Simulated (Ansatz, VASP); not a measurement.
**One calculation of MgO, two programs**

INCAR

```
  ALGO = Normal
  EDIFF = 1E-7
  ENCUT = 520
  GGA = PS
  ISIF = 2
  ISMEAR = 0
  LASPH = T
  LCHARG = F
  LREAL = F
  LWAVE = F
  NBANDS = 11
  NELM = 60
  PREC = Accurate
  SIGMA = 0.05
```

Contents of KPOINTS:

```
k-points
0
Gamma
  10 10 10
```

File POSCAR:

```
MgO
1.0
    0.0000000000      2.1351500000      2.1351500000
    2.1351500000      0.0000000000      2.1351500000
    2.1351500000      2.1351500000      0.0000000000
Mg O
1 1
Direct
    0.0000000000      0.0000000000      0.0000000000
    0.5087815844      0.5087815844      0.4912184156
```

Input for Ansatz:

```yaml
crystal:
  lattice:
    - [0.0, 2.13515, 2.13515]
    - [2.13515, 0.0, 2.13515]
    - [2.13515, 2.13515, 0.0]
  atoms:
    - { symbol: Mg, position: [0.0, 0.0, 0.0] }
    - { symbol: O, position: [0.5087815844, 0.5087815844, 0.4912184156] }
basis:
  ecutwfc: 420
kpoints:
  mp_grid: { grid: [10, 10, 10] }
hamiltonian:
  xc: pbesol
scf:
  occupations: { method: gaussian, width: 0.05 }
output:
  forces: true
  stress: true
  eigenvalues: true
```

Change from the starting cell: all O atoms moved +0.037 Å, as atom 2 along Cartesian [0 0 1].

Alike in both runs: task single point; functional PBEsol; k mesh 10 × 10 × 10; occupations gaussian, width 0.05 eV; no spin polarisation.

```csv
,VASP,Ansatz
version,VASP 6.6.1,Ansatz 0.2.0
potentials or method,"VASP PAW PBE potentials, release 64 (Mg, O)","scalar-relativistic, plane waves, PAW"
plane-wave cutoff (eV),520,420
valence electrons in the cell,8,16
```

Ansatz gave:

| Quantity | Value |
| --- | --- |
| gap on the k mesh at the Fermi level (eV) | 4.25 |
| least direct gap on the mesh (eV) | 4.25 |
| pressure (GPa) | -5.6 |
| largest component of the traceless stress (GPa) | 0.28 |
| rms of the force components (eV/Å) | 0.096 |

Task: Which values does VASP return?

Result: gap on the k mesh at the Fermi level (eV): 4.25; least direct gap on the mesh (eV): 4.25; pressure (GPa): -6.2; largest component of the traceless stress (GPa): 0.28; rms of the force components (eV/Å): 0.096.

Atom by atom the forces differ by 0.001 eV/Å (rms over components). The functional is the same, so the differences come from potentials, cutoffs and numerics. The two sets of potentials don't hold the same shells in valence.

Caveats: the PAW data sets were made with another functional, which shifts forces and pressure a little (VASP).
